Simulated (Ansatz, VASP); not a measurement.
## Bi in VASP and in Ansatz

Contents of INCAR:

```
SYSTEM = Bi
PREC     = Accurate       ! precision mode
ENCUT    = 520            ! plane-wave cutoff, eV
EDIFF    = 1E-6           ! SCF threshold, eV
ISMEAR   = 0              ! smearing method
SIGMA    = 0.1            ! smearing width, eV
LREAL    = .False.        ! projectors in reciprocal space
LASPH    = .True.         ! aspherical terms in the spheres
NELM     = 100            ! most SCF steps
ALGO     = Fast           ! electronic algorithm
ISIF     = 2              ! what is computed and relaxed
LWAVE    = .False.        ! write WAVECAR
LCHARG   = .True.         ! write CHGCAR
GGA      = PS             ! functional
LELF     = .True.         ! ELF
LVHAR    = .True.       
NBANDS   = 38             ! bands
```

The input KPOINTS:

```
regular mesh
0
Gamma
  4 4 4
  0 0 0
```

POSCAR

```
Bi
1.0
    4.7320060000      0.0000000000      0.0000000000
    0.0000000000      4.6108100000      0.0000000000
   -0.0992390000      0.0000000000      6.5006720000
Bi
4
Direct
    0.8402530000      0.2500000000      0.2406020000
    0.7160080000      0.2500000000      0.7378940000
    0.2839920000      0.7500000000      0.2621060000
    0.1597470000      0.7500000000      0.7593980000
```

Input for Ansatz:

```yaml
crystal:
  lattice:
    - [4.732006, 0.0, 0.0]
    - [0.0, 4.61081, 0.0]
    - [-0.099239, 0.0, 6.500672]
  atoms:
    - { symbol: Bi, position: [0.840253, 0.25, 0.240602] }
    - { symbol: Bi, position: [0.716008, 0.25, 0.737894] }
    - { symbol: Bi, position: [0.283992, 0.75, 0.262106] }
    - { symbol: Bi, position: [0.159747, 0.75, 0.759398] }
basis:
  ecutwfc: 420
kpoints:
  mp_grid: { grid: [4, 4, 4] }
hamiltonian:
  xc: pbesol
scf:
  occupations: { method: gaussian, width: 0.1 }
output:
  forces: true
  stress: true
  eigenvalues: true
```

This isn't the form of Bi at room conditions, which is rhombohedral.

Alike in both runs: task single point; functional PBEsol; k mesh 4 × 4 × 4; occupations gaussian, width 0.1 eV; no spin polarisation.

|  | VASP | Ansatz |
| --- | --- | --- |
| version | VASP 6.6.1 | Ansatz 0.2.0 |
| potentials or method | VASP PAW PBE potentials, release 64 (Bi_d) | scalar-relativistic, plane waves, PAW |
| plane-wave cutoff (eV) | 520 | 420 |
| valence electrons in the cell | 60 | 60 |

Ansatz gave:

- gap on the k mesh at the Fermi level (eV): none
- pressure (GPa): -2.1
- largest component of the traceless stress (GPa): 0.27
- rms of the force components (eV/Å): 0.053

Estimate VASP's values.

gap on the k mesh at the Fermi level (eV): none; pressure (GPa): -2.2; largest component of the traceless stress (GPa): 0.28; rms of the force components (eV/Å): 0.051.

Atom by atom the forces differ by 0.002 eV/Å (rms over components). A gap of «none» marks a metal or a gap that the smearing closes.

Caveats: the PAW data sets were made with another functional, which shifts forces and pressure a little (VASP); spin-orbit coupling is left out, which moves the levels of the heavy elements.
